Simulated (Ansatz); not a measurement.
**Moving the dispersion correction in LiH**

The cell as given:

Symmetry: Fm-3m, No. 225, cubic system. The conventional cell has a = 4.074 Å, b = 4.074 Å, c = 4.074 Å, α = 90.00°, β = 90.00°, γ = 90.00°. Li (site symmetry m-3m) is surrounded by 6 H at 2.04 Å. H (site symmetry m-3m) has 6 Li at 2.04 Å as nearest neighbours.

Kept alike: task relaxation of cell and atoms; functional PBEsol; k mesh 11 × 11 × 11; occupations fermi-dirac, width 0.05 eV; no spin polarisation. Program: Ansatz, Ansatz PAW, cutoff 420 eV. The mesh is that of the run's cell of 2 atoms. No spin-orbit coupling.

```csv
dispersion correction,volume (Å³/atom)
D3(BJ),7.282
D3(BJ)-ATM,7.383
D4,7.735
none,7.885
```

The relaxations keep at least the cell's symmetry (Fm-3m). Relaxations stop with a little pressure left, so the last digits of a volume or edge aren't settled. Ansatz's relaxations hold a Pulay term in the stress (up to 0.1 GPa here). All rows use potentials made for PBE.

Q: What does the dispersion correction change here?

A: The volume runs from 7.282 (D3(BJ)) to 7.885 Å³/atom (none). Against no correction: D3(BJ) -7.6 %; D3(BJ)-ATM -6.4 %; D4 -1.9 %. Dispersion terms mostly attract and so lower the volume; the schemes' coefficients and damping set how far.
